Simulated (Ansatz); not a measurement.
An input for Ansatz 0.2.0 (Ta2N):

Contents of input.yaml:

```yaml
crystal:
  lattice:
    - [2.8897246414, 0.0, 0.0]
    - [-1.4448623207, 2.5025749493, 0.0]
    - [0.0, 0.0, 4.5207599214]
  atoms:
    - { symbol: Ta, spin: 0.5, position_ang: [0.0, 1.6683833, 1.15148728] }
    - { symbol: Ta, spin: -0.5, position_ang: [1.444862321, 0.83419165, 3.369272641] }
    - { symbol: "N", position_ang: [0.0, 0.0, 0.0] }
hamiltonian:
  xc: revpbe0
  pseudopotentials: { kind: paw }
  dispersion: d3
magnetization:
  spin_polarized: true
kpoints:
  mp_grid: { grid: [7, 7, 4] }
  band_path:
    path:
      - [[0.0, 0.0, 0.0], [0.5, 0.0, 0.0], [0.3333333333, 0.3333333333, 0.0], [0.0, 0.0, 0.0], [0.0, 0.0, 0.5], [0.5, 0.0, 0.5], [0.3333333333, 0.3333333333, 0.5], [0.0, 0.0, 0.5]]
      - [[0.5, 0.0, 0.5], [0.5, 0.0, 0.0]]
      - [[0.3333333333, 0.3333333333, 0.0], [0.3333333333, 0.3333333333, 0.5]]
    npoints: 4
scf:
  occupations: { method: cold, width: 0.15 }
  n_extra_bands: 7
output:
  forces: true
  stress: true
  eigenvalues: true
  fatbands: false
```

Potentials or basis: Ansatz PAW.

The run is started by

```console
$ ansatz run input.yaml --threads 2 --pin off --max-ram 5120MiB --backend cpu --events-out ev --progress --plain --runs-dir out
```

How does this run end?

The run stopped without a result. It printed:

Output:

```text
Error: YAML parse error: error: line 13 column 15: hamiltonian.dispersion: `d3` is not `none`, `rvv10`, `d3bj`, `d3bjatm`, `d4` or a map `{method: …, s8: …, a1: …, a2_bohr: …}` (numbers without units, a2 in bohr) or `{method: …, functional: …}`
  --> <input>:13:15
   |
11 |   xc: revpbe0
12 |   pseudopotentials: { kind: paw }
13 |   dispersion: d3
   |               ^ hamiltonian.dispersion: `d3` is not `none`, `rvv10`, `d3bj`, `d3bjatm`, `d4` or a map `{method: …, s8: …, a1: …, a2_bohr: …}` (numbers without units, a2 in bohr) or `{method: …, functional: …}`
14 | magnetization:
15 |   spin_polarized: true
   |
```
